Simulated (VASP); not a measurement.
# ScAl3 (Pm-3m) in VASP: further runs, part 2 of 2

VASP 6.6.1. Earlier steps stand in the parts before.

**3. Relaxation of cell and atoms, PBEsol**

Contents of INCAR:

```
SYSTEM = ScAl3
ALGO = Fast ; EDIFF = 1E-7
EDIFFG = -0.005 ; ENCUT = 580
GGA = PS ; IBRION = 2
ISIF = 3 ; ISMEAR = 0
LASPH = .TRUE. ; LCHARG = .FALSE.
LREAL = .FALSE. ; LWAVE = .FALSE.
NELM = 100 ; NSW = 90
PREC = Accurate ; SIGMA = 0.1
```

Contents of KPOINTS:

```
k-points
0
G
  10 10 10
  0 0 0
```

Contents of POSCAR:

```
ScAl3
1.0
    4.0878065700      0.0000000000      0.0000000000
    0.0000000000      4.0878065700      0.0000000000
    0.0000000000      0.0000000000      4.0878065700
Sc Al
1 3
Direct
    0.0000000000      0.0000000000      0.0000000000
    0.5000000000      0.0000000000      0.5000000000
    0.0000000000      0.5000000000      0.5000000000
    0.5000000000      0.5000000000      0.0000000000
```

Potentials or basis: VASP PAW PBE potentials, release 64 (Sc_sv, Al).

The run is started by

```bash
$ cat potpaw_PBE.64/Sc_sv/POTCAR potpaw_PBE.64/Al/POTCAR > POTCAR
$ mpirun -np 1 vasp_std > vasp.out
```

OUTCAR:

```text
SYSTEM = ScAl3
   EDIFF = 1E-7
   EDIFFG = -0.005
   ENCUT = 580
   GGA = PS
   IBRION = 2
   ISIF = 3
   ISMEAR = 0
   LASPH = .TRUE.
   LREAL = .FALSE.
   NELM = 100
   NSW = 90
   PREC = Accurate

 ion  position               nearest neighbor table
   1  0.000  0.000  0.000-   2 2.89   3 2.89   4 2.89   2 2.89   3 2.89   3 2.89   4 2.89   3 2.89
                             2 2.89   4 2.89   2 2.89   4 2.89
   2  0.500  0.000  0.500-   1 2.89   3 2.89   4 2.89   1 2.89   4 2.89   3 2.89   4 2.89   4 2.89
                             1 2.89   3 2.89   1 2.89   3 2.89
   3  0.000  0.500  0.500-   1 2.89   2 2.89   4 2.89   1 2.89   4 2.89   1 2.89   2 2.89   1 2.89
                             2 2.89   4 2.89   4 2.89   2 2.89
   4  0.500  0.500  0.000-   1 2.89   2 2.89   3 2.89   2 2.89   3 2.89   1 2.89   2 2.89   2 2.89
                             1 2.89   3 2.89   3 2.89   1 2.89

  LATTYP: Found a simple cubic cell.
 ALAT       =     4.0878065700

  Lattice vectors:

 A1 = (   4.0878065700,   0.0000000000,   0.0000000000)
 A2 = (   0.0000000000,   4.0878065700,   0.0000000000)
 A3 = (   0.0000000000,   0.0000000000,   4.0878065700)

Analysis of symmetry for initial positions (statically):
=====================================================================
 Subroutine PRICEL returns:
 Original cell was already a primitive cell.

 Routine SETGRP: Setting up the symmetry group for a
 simple cubic supercell.

 Subroutine GETGRP returns: Found 48 space group operations
 (whereof 48 operations were pure point group operations)
 out of a pool of 48 trial point group operations.

The static configuration has the point symmetry O_h .

Analysis of symmetry for dynamics (positions and initial velocities):
=====================================================================
 Subroutine PRICEL returns:
 Original cell was already a primitive cell.

 Routine SETGRP: Setting up the symmetry group for a
 simple cubic supercell.

 Subroutine GETGRP returns: Found 48 space group operations
 (whereof 48 operations were pure point group operations)
 out of a pool of 48 trial point group operations.

The dynamic configuration has the point symmetry O_h .

[... 145 lines left out ...]

 Free energy of the ion-electron system (eV)
  ---------------------------------------------------
  ext. energy  EPLUGINS =         0.00000000
  ---------------------------------------------------
  free energy    TOTEN  =       -20.76499976 eV

  energy without entropy =      -20.75915659  energy(sigma->0) =      -20.76207817

------------------------ aborting loop because EDIFF is reached ----------------------------------------

  FORCE on cell =-STRESS in cart. coord.  units (eV):
  Direction    XX          YY          ZZ          XY          YZ          ZX
  --------------------------------------------------------------------------------------
  -------------------------------------------------------------------------------------
  Total       -0.4102195     -0.4102195     -0.4102195      0.0000000      0.0000000     -0.0000000
  in kB       -9.6217895     -9.6217895     -9.6217895      0.0000000      0.0000000     -0.0000000
  external PRESSURE =      -9.6217895 kB  Pullay stress =       0.0000000 kB
[... 63 lines left out ...]
--------------------------------------- Ionic step        3  -------------------------------------------

 number of electron      20.0000003 magnetization

 Free energy of the ion-electron system (eV)
  ---------------------------------------------------
  ext. energy  EPLUGINS =         0.00000000
  ---------------------------------------------------
  free energy    TOTEN  =       -20.76727336 eV

  energy without entropy =      -20.76171230  energy(sigma->0) =      -20.76449283

 E-fermi :   7.3130     XC(G=0): -10.5417

 val. band max:        7.3101184486   @ k =   0.3000   0.0000   0.0000
 cond. band min:       7.3468003324   @ k =   0.5000   0.3000   0.2000
 fundamental gap:      0.0366818838
 Fermi energy:         7.3130388654

 k-point     1 :       0.0000    0.0000    0.0000
  band No.  band energies     occupation
      1     -41.4058      2.00000
      2     -20.2091      2.00000
      3     -20.2091      2.00000
      4     -20.2091      2.00000
      5      -2.7792      2.00000
      6       4.6620      2.00000
      7       4.6620      2.00000
      8       5.4926      2.00000
      9       5.4926      2.00000
     10       5.4926      2.00000
     11       8.5194      0.00000
     12       8.6044      0.00000
     13       8.6044      0.00000
     14       8.6044      0.00000
[... 377 lines left out ...]
      1     -41.4046      2.00000
      2     -20.2313      2.00000
      3     -20.2105      2.00000
      4     -20.2101      2.00000
      5      -1.7842      2.00000
      6       1.7455      2.00000
      7       4.3470      2.00000
      8       4.9411      2.00000
      9       6.1026      2.00000
     10       7.5280      0.00237
     11       7.9339      0.00000
     12       8.3330      0.00000
     13       9.2674      0.00000
     14       9.9943      0.00000

 [... further k-points ...]
[... 5 lines left out ...]
  --------------------------------------------------------------------------------------
  -------------------------------------------------------------------------------------
  Total        0.0048680      0.0048680      0.0048680      0.0000000     -0.0000000      0.0000000
  in kB        0.1154340      0.1154340      0.1154340      0.0000000     -0.0000000      0.0000000
  external PRESSURE =       0.1154340 kB  Pullay stress =       0.0000000 kB
[... 19 lines left out ...]
  FREE ENERGIE OF THE ION-ELECTRON SYSTEM (eV)
  ---------------------------------------------------
  free  energy   TOTEN  =       -20.7672733627 eV

  energy  without entropy=      -20.7617123018  energy(sigma->0) =      -20.76449283

 reached required accuracy - stopping structural energy minimisation
```

It took 56 s on 1 thread of Intel Xeon 6975P-C (Granite Rapids), shared host; peak memory 0.22 GiB.

What came out:

* Free energy: -20.7673 eV
* Relaxed volume: 16.89 Å³/atom
* Relaxed cell: a = 4.073 Å, b = 4.073 Å, c = 4.073 Å, α = 90.00°, β = 90.00°, γ = 90.00°
* Space group after relaxing (to 0.05 Å): Pm-3m (No. 221)
* Energy gained by relaxing: 0.6 meV/atom
* Ionic steps: 3
* Pressure after relaxing: 0.0 GPa
* Band gap on the k mesh: none (metal or under the smearing width)

The path:
```tsv
step	energy change (eV)	largest force (eV/Å)	pressure (GPa)	volume (Å³)
1	0.0000	0.0000	-0.96	68.31
2	-0.0020	0.0000	0.37	67.30
3	-0.0023	0.0000	0.01	67.57
```

Final structure:
```
CELL_PARAMETERS angstrom
4.07295 0.00000 0.00000
0.00000 4.07295 0.00000
0.00000 0.00000 4.07295
ATOMIC_POSITIONS crystal
Sc 0.00000 0.00000 0.00000
Al 0.50000 0.00000 0.50000
Al 0.00000 0.50000 0.50000
Al 0.50000 0.50000 0.00000
```

Caveat: the PAW data sets were made with another functional, which shifts forces and pressure a little.

**4. Relaxation of cell and atoms, RPBE**

INCAR, as its differences from that of step 3:

```diff
@@ -2,4 +2,4 @@
 ALGO = Fast ; EDIFF = 1E-7
-EDIFFG = -0.005 ; ENCUT = 580
-GGA = PS ; IBRION = 2
+EDIFFG = -0.005 ; ENCUT = 600
+GGA = RP ; IBRION = 2
 ISIF = 3 ; ISMEAR = 0
```

KPOINTS is that of step 3.

POSCAR is that of step 3.

Potentials or basis: VASP PAW PBE potentials, release 64 (Sc_sv, Al).

The run is started by

```bash
$ cat potpaw_PBE.64/Sc_sv/POTCAR potpaw_PBE.64/Al/POTCAR > POTCAR
$ mpirun -np 1 vasp_std > vasp.out
```

OUTCAR:

```text
SYSTEM = ScAl3
   EDIFF = 1E-7
   EDIFFG = -0.005
   ENCUT = 600
   GGA = RP
   IBRION = 2
   ISIF = 3
   ISMEAR = 0
   LASPH = .TRUE.
   LREAL = .FALSE.
   NELM = 100
   NSW = 90
   PREC = Accurate

 ion  position               nearest neighbor table
   1  0.000  0.000  0.000-   2 2.89   3 2.89   4 2.89   2 2.89   3 2.89   3 2.89   4 2.89   3 2.89
                             2 2.89   4 2.89   2 2.89   4 2.89
   2  0.500  0.000  0.500-   1 2.89   3 2.89   4 2.89   1 2.89   4 2.89   3 2.89   4 2.89   4 2.89
                             1 2.89   3 2.89   1 2.89   3 2.89
   3  0.000  0.500  0.500-   1 2.89   2 2.89   4 2.89   1 2.89   4 2.89   1 2.89   2 2.89   1 2.89
                             2 2.89   4 2.89   4 2.89   2 2.89
   4  0.500  0.500  0.000-   1 2.89   2 2.89   3 2.89   2 2.89   3 2.89   1 2.89   2 2.89   2 2.89
                             1 2.89   3 2.89   3 2.89   1 2.89

  LATTYP: Found a simple cubic cell.
 ALAT       =     4.0878065700

  Lattice vectors:

 A1 = (   4.0878065700,   0.0000000000,   0.0000000000)
 A2 = (   0.0000000000,   4.0878065700,   0.0000000000)
 A3 = (   0.0000000000,   0.0000000000,   4.0878065700)

Analysis of symmetry for initial positions (statically):
=====================================================================
 Subroutine PRICEL returns:
 Original cell was already a primitive cell.

 Routine SETGRP: Setting up the symmetry group for a
 simple cubic supercell.

 Subroutine GETGRP returns: Found 48 space group operations
 (whereof 48 operations were pure point group operations)
 out of a pool of 48 trial point group operations.

[... 246 lines left out ...]
 number of electron      19.9999997 magnetization

 Free energy of the ion-electron system (eV)
  ---------------------------------------------------
  ext. energy  EPLUGINS =         0.00000000
  ---------------------------------------------------
  free energy    TOTEN  =       -18.20486959 eV

  energy without entropy =      -18.19809566  energy(sigma->0) =      -18.20148263

 E-fermi :   7.0721     XC(G=0): -10.2042

 val. band max:        7.0207407195   @ k =   0.3000   0.3000   0.0000
 cond. band min:       7.0898060296   @ k =   0.4000   0.1000   0.1000
 fundamental gap:      0.0690653101
 Fermi energy:         7.0720954120

 k-point     1 :       0.0000    0.0000    0.0000
  band No.  band energies     occupation
      1     -42.1684      2.00000
      2     -20.7912      2.00000
      3     -20.7912      2.00000
      4     -20.7912      2.00000
      5      -2.7926      2.00000
      6       4.4920      2.00000
      7       4.4920      2.00000
      8       5.2444      2.00000
      9       5.2444      2.00000
     10       5.2444      2.00000
     11       8.3047      0.00000
     12       8.3505      0.00000
     13       8.3505      0.00000
     14       8.3505      0.00000
[... 377 lines left out ...]
      1     -42.1675      2.00000
      2     -20.8082      2.00000
      3     -20.7922      2.00000
      4     -20.7920      2.00000
      5      -1.8339      2.00000
      6       1.5962      2.00000
      7       4.1543      2.00000
      8       4.7495      2.00000
      9       5.9323      2.00000
     10       7.2860      0.00249
     11       7.6979      0.00000
     12       8.0048      0.00000
     13       8.9655      0.00000
     14       9.5637      0.00000

 [... further k-points ...]
[... 5 lines left out ...]
  --------------------------------------------------------------------------------------
  -------------------------------------------------------------------------------------
  Total        0.0052522      0.0052522      0.0052522      0.0000000      0.0000000     -0.0000000
  in kB        0.1188727      0.1188727      0.1188727      0.0000000      0.0000000     -0.0000000
  external PRESSURE =       0.1188727 kB  Pullay stress =       0.0000000 kB
[... 19 lines left out ...]
  FREE ENERGIE OF THE ION-ELECTRON SYSTEM (eV)
  ---------------------------------------------------
  free  energy   TOTEN  =       -18.2048695928 eV

  energy  without entropy=      -18.1980956572  energy(sigma->0) =      -18.20148263

 reached required accuracy - stopping structural energy minimisation
```

OSZICAR:

```text
N       E                     dE             d eps       ncg     rms          rms(c)
DAV:   1     0.128178334113E+03    0.12818E+03   -0.91060E+03  1568   0.145E+03
DAV:   2    -0.997183353595E+01   -0.13815E+03   -0.13618E+03  1580   0.376E+02
DAV:   3    -0.189907553140E+02   -0.90189E+01   -0.85007E+01  2476   0.795E+01
DAV:   4    -0.191483122273E+02   -0.15756E+00   -0.15722E+00  2250   0.107E+01
[... 52 lines left out ...]
RMM:  14    -0.182048730188E+02   -0.28962E-05   -0.39364E-05  1993   0.451E-02    0.942E-03
RMM:  15    -0.182048717493E+02    0.12694E-05   -0.15176E-06  1509   0.138E-02    0.834E-03
RMM:  16    -0.182048698702E+02    0.18791E-05   -0.28334E-06  1605   0.165E-02    0.453E-03
RMM:  17    -0.182048695947E+02    0.27548E-06   -0.16030E-06  1458   0.864E-03    0.240E-03
RMM:  18    -0.182048695928E+02    0.19336E-08   -0.20199E-07  1083   0.596E-03
   3 F= -.18204870E+02 E0= -.18201483E+02  d E =-.238971E-01
```

CONTCAR:

```text
ScAl3
   1.00000000000000
     4.1367206519773951   -0.0000000000000000    0.0000000000000000
     0.0000000000000000    4.1367206519773951    0.0000000000000000
     0.0000000000000000    0.0000000000000000    4.1367206519773951
  Sc              Al
     1     3
Direct
     0.0000000000000000    0.0000000000000000    0.0000000000000000
     0.5000000000000000    0.0000000000000000    0.5000000000000000
     0.0000000000000000    0.5000000000000000    0.5000000000000000
     0.5000000000000000    0.5000000000000000    0.0000000000000000

  0.00000000E+00  0.00000000E+00  0.00000000E+00
  0.00000000E+00  0.00000000E+00  0.00000000E+00
  0.00000000E+00  0.00000000E+00  0.00000000E+00
  0.00000000E+00  0.00000000E+00  0.00000000E+00
```

Run time: 98 s. Hardware: 1 thread of Intel Xeon 6975P-C (Granite Rapids), shared host; peak memory 0.26 GiB.

Results:

```
Free energy                            : -18.2049 eV
Relaxed volume                         : 17.70 Å³/atom
Relaxed cell                           : a = 4.137 Å, b = 4.137 Å, c = 4.137 Å, α = 90.00°, β = 90.00°, γ = 90.00°
Space group after relaxing (to 0.05 Å) : Pm-3m (No. 221)
Energy gained by relaxing              : 6.0 meV/atom
Ionic steps                            : 3
Pressure after relaxing                : 0.0 GPa
Band gap on the k mesh                 : none (metal or under the smearing width)
```

Step by step:
```csv
step,energy change (eV),largest force (eV/Å),pressure (GPa),volume (Å³)
1,0.0000,0.0000,3.19,68.31
2,-0.0208,0.0000,-1.03,71.72
3,-0.0239,0.0000,0.01,70.79
```

Final structure:
```
Sc Al
1.0
     4.13672    0.00000    0.00000
     0.00000    4.13672    0.00000
     0.00000    0.00000    4.13672
Sc Al
1 3
Direct
  0.00000 0.00000 0.00000
  0.50000 0.00000 0.50000
  0.00000 0.50000 0.50000
  0.50000 0.50000 0.00000
```

Caveat: the PAW data sets were made with another functional, which shifts forces and pressure a little.

**5. Overview**

```tsv
task	level	cell	cutoff (eV)	gap on the mesh (eV)	pressure (GPa)	relaxed volume (Å³/atom)
single point	PBEsol	as given	520	none	-1.0	-
relaxation of cell and atoms	PBEsol	relaxed	580	none	0.0	16.89
relaxation of cell and atoms	RPBE	relaxed	600	none	0.0	17.70
```

Alike in all rows: potentials or basis VASP PAW PBE potentials, release 64 (Sc_sv, Al); no spin polarisation; k mesh 10 × 10 × 10; smearing gaussian 0.1 eV.

Caveats: the PAW data sets were made with another functional, which shifts forces and pressure a little.

Total energies depend on the potentials used, so only differences within one code and one set of settings carry meaning.
